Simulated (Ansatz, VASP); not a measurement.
## H: VASP beside Ansatz

```
H
1.0
     0.00000    1.13513    1.13513
     1.13513    0.00000    1.13513
     1.13513    1.13513    0.00000
H
1
Direct
  0.00000 0.00000 0.00000
```

Alike in both runs: functional r2SCAN; k mesh 42 × 42 × 42; occupations gaussian, width 0.1 eV; no spin polarisation.

Ansatz relaxed the structure, and its values are those at the end. VASP's run is a single point on that final structure, the one shown.

|  | VASP | Ansatz |
| --- | --- | --- |
| version | VASP 6.6.1 | Ansatz 0.2.0 |
| potentials or method | VASP PAW PBE potentials, release 64 (H) | scalar-relativistic, plane waves, PAW |
| plane-wave cutoff (eV) | 520 | 500 |
| valence electrons in the cell | 1 | 1 |

|  | VASP | Ansatz | Ansatz less VASP |
| --- | --- | --- | --- |
| gap on the k mesh at the Fermi level (eV) | none | none | - |
| pressure (GPa) | -0.5 | 0.0 | +0.48 |

A gap of «none» marks a metal or a gap that the smearing closes.

Caveats: the PAW data sets were made with another functional, which shifts forces and pressure a little (VASP).
